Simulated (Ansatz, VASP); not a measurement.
**One calculation of Cs, two programs**

```xyz
1
Lattice="-2.7501 2.7501 4.0972 2.7501 -2.7501 4.0972 2.7501 2.7501 -4.0972" Properties=species:S:1:pos:R:3 pbc="T T T"
Cs    0.0000    0.0000    0.0000
```

This isn't the form of Cs at room conditions, which is bcc.

Alike in both runs: task single point; functional PBE; k mesh 6 × 6 × 6; occupations gaussian, width 0.1 eV; no spin polarisation.

|  | VASP | Ansatz |
| --- | --- | --- |
| version | VASP 6.6.1 | Ansatz 0.2.0 |
| potentials or method | VASP PAW PBE potentials, release 64 (Cs_sv) | scalar-relativistic, plane waves, PAW |
| plane-wave cutoff (eV) | 520 | 420 |
| valence electrons in the cell | 9 | 9 |

```csv
,VASP,Ansatz,Ansatz less VASP
gap on the k mesh at the Fermi level (eV),none,none,-
pressure (GPa),-0.1,-0.1,+0.01
```

A gap of «none» marks a metal or a gap that the smearing closes. With one functional, cell and mesh, what is left measures potentials, basis and numerics.

Spin-orbit coupling is left out, which matters for the levels of Cs.
